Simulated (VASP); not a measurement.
Write the native input for VASP 6.6.1 that does the following.

```yaml
Task: single point
Functional: PBEsol
Potentials_or_basis: VASP PAW PBE potentials, release 64 (Hf_pv, C)
Cutoff: 520 eV
k_mesh: 10 × 10 × 10
Occupations: fermi-dirac, width 0.05 eV
Spin: no spin polarisation
Ladder: free
Further_INCAR_settings: ALGO = Normal; EDIFF = 1e-07; NBANDS = 14
```

The structure of HfC lies in POSCAR:

```
HfC
1.0
    0.0000000000      2.3250000000      2.3250000000
    2.3250000000      0.0000000000      2.3250000000
    2.3250000000      2.3250000000      0.0000000000
Hf C
1 1
Direct
    0.4887240000      0.5083250000      0.4884190000
   -0.0098520000      0.0191000000     -0.0063350000
```

The cell isn't the ideal one: atoms moved at random, drawn with an rms of 0.05 Å.

These files were run (other wordings do the same):

INCAR

```
SYSTEM = HfC
PREC     = Accurate       ! precision mode
ENCUT    = 520            ! plane-wave cutoff, eV
EDIFF    = 1E-7           ! SCF threshold, eV
ISMEAR   = -1             ! smearing method
SIGMA    = 0.05           ! smearing width, eV
LREAL    = .FALSE.        ! projectors in reciprocal space
LASPH    = .TRUE.         ! aspherical terms in the spheres
NELM     = 60             ! most SCF steps
ALGO     = Normal         ! electronic algorithm
ISIF     = 2              ! what is computed and relaxed
LWAVE    = .FALSE.        ! write WAVECAR
LCHARG   = .FALSE.        ! write CHGCAR
GGA      = PS             ! functional
NBANDS   = 14             ! bands
```

KPOINTS

```
regular mesh
0
G
  10 10 10
  0 0 0
```

Potentials or basis: VASP PAW PBE potentials, release 64 (Hf_pv, C).

The run is started by

```bash
$ cat potpaw_PBE.64/Hf_pv/POTCAR potpaw_PBE.64/C/POTCAR > POTCAR
$ mpirun -np 1 vasp_std > vasp.out
```

Results of the run:

The pressure is -6.7 GPa. The largest force is 0.364 eV/Å. The band gap on the k mesh is none (metal or under the smearing width).

Caveat: the PAW data sets were made with another functional, which shifts forces and pressure a little.

Run time: 88 s on 1 thread of Intel(R) Xeon(R) Platinum 8259CL CPU @ 2.50GHz (Skylake/Cascade Lake), on a shared host, peak memory 0.29 GiB.
